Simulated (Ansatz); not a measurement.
# PbS (Cmcm): how far a G0W0 gap depends on its settings

How well converged is a G0W0 gap of PbS in the database structure?

Code: Ansatz 0.2.0. G0W0, plane waves. Calculated at 0 K for a non-magnetic cell.

## 1. The system as given

The cell was relaxed beforehand with r2SCAN+rVV10.

The symmetry is Cmcm (No. 63, orthorhombic); conventional cell a = 4.127 Å, b = 11.739 Å, c = 4.260 Å, 25.80 Å³ an atom. Pb has 5 S at 2.68–2.97 Å; S has 5 Pb at 2.68–2.97 Å.

The structure in full:

```cif
data_structure
_symmetry_space_group_name_H-M 'Cmcm'
_symmetry_Int_Tables_number 63
_cell_length_a 4.1275
_cell_length_b 11.7386
_cell_length_c 4.2604
_cell_angle_alpha 90.000
_cell_angle_beta 90.000
_cell_angle_gamma 90.000
_cell_volume 206.42
loop_
_atom_site_label
_atom_site_type_symbol
_atom_site_symmetry_multiplicity
_atom_site_Wyckoff_symbol
_atom_site_fract_x
_atom_site_fract_y
_atom_site_fract_z
_atom_site_occupancy
Pb1 Pb 4 c 0.50000 0.62772 0.75000 1
S1 S 4 c 0.50000 0.85632 0.75000 1
```

## 2. 167 empty bands, 80 eV

File input.yaml:

```yaml
crystal:
  lattice:
    - [2.0637484134, -5.8692756837, 0.0]
    - [2.0637484134, 5.8692756837, 0.0]
    - [0.0, 0.0, 4.2604423684]
  atoms:
    - { symbol: Pb, position: [0.8722772593, 0.1277227407, 0.75] }
    - { symbol: Pb, position: [0.1277227407, 0.8722772593, 0.25] }
    - { symbol: S, position: [0.6436799881, 0.3563200119, 0.75] }
    - { symbol: S, position: [0.3563200119, 0.6436799881, 0.25] }
kpoints:
  mp_grid: { grid: [4, 4, 4] }
hamiltonian:
  xc: r2scan
scf:
  occupations: { method: fixed }
gw:
  n_empty_bands: 167
  ecut_chi: 80
  qp_bands: [v2, c2]
  qp_kpoints: band_edges
  screening: { model: contour_deformation }
```

On the command line:

```console
ansatz run input.yaml --threads 2 --pin off --max-ram 3686MiB --backend cpu --events-out ev --progress --plain --runs-dir out
```

## 3. 388 empty bands, 140 eV

Changes to input.yaml since step 2:

```diff
@@ -17,4 +17,4 @@
 gw:
-  n_empty_bands: 167
-  ecut_chi: 80
+  n_empty_bands: 388
+  ecut_chi: 140
   qp_bands: [v2, c2]
```

## 4. 713 empty bands, 210 eV

Changes to input.yaml since step 3:

```diff
@@ -17,4 +17,4 @@
 gw:
-  n_empty_bands: 388
-  ecut_chi: 140
+  n_empty_bands: 713
+  ecut_chi: 210
   qp_bands: [v2, c2]
```

## 5. Starting from HSE06

Changes to input.yaml since step 4:

```diff
@@ -13,3 +13,3 @@
 hamiltonian:
-  xc: r2scan
+  xc: hse06
 scf:
@@ -17,4 +17,4 @@
 gw:
-  n_empty_bands: 713
-  ecut_chi: 210
+  n_empty_bands: 388
+  ecut_chi: 140
   qp_bands: [v2, c2]
```

## 6. Starting from LDA

Changes to input.yaml since step 5:

```diff
@@ -13,3 +13,3 @@
 hamiltonian:
-  xc: hse06
+  xc: lda
 scf:
```

**Question.** What will these runs give? Wanted: for each run, start; potentials; frequencies; empty bands; cutoff; Kohn-Sham gap; G0W0 gap.

The runs gave:

```
 start  potentials  frequencies  empty bands  cutoff (eV)   mesh  Kohn-Sham gap (eV)  G0W0 gap (eV)
r2SCAN         PAW         full          167           80  4×4×4                1.52           1.71
r2SCAN         PAW         full          388          140  4×4×4                1.52           1.80
 HSE06         PAW         full          388          140  4×4×4                1.80           1.89
```

Gaps are those on each run's own mesh. Runs that failed or were set aside have no row.

**Reading.** With bands and cutoff raised together, from 167 bands at 80 eV to 388 at 140 eV, the gap moves by +0.09 eV; the steps shown don't fix a limit. The starting point matters: against r2SCAN, HSE06 gives +0.09 eV. Spin-orbit coupling is left out.
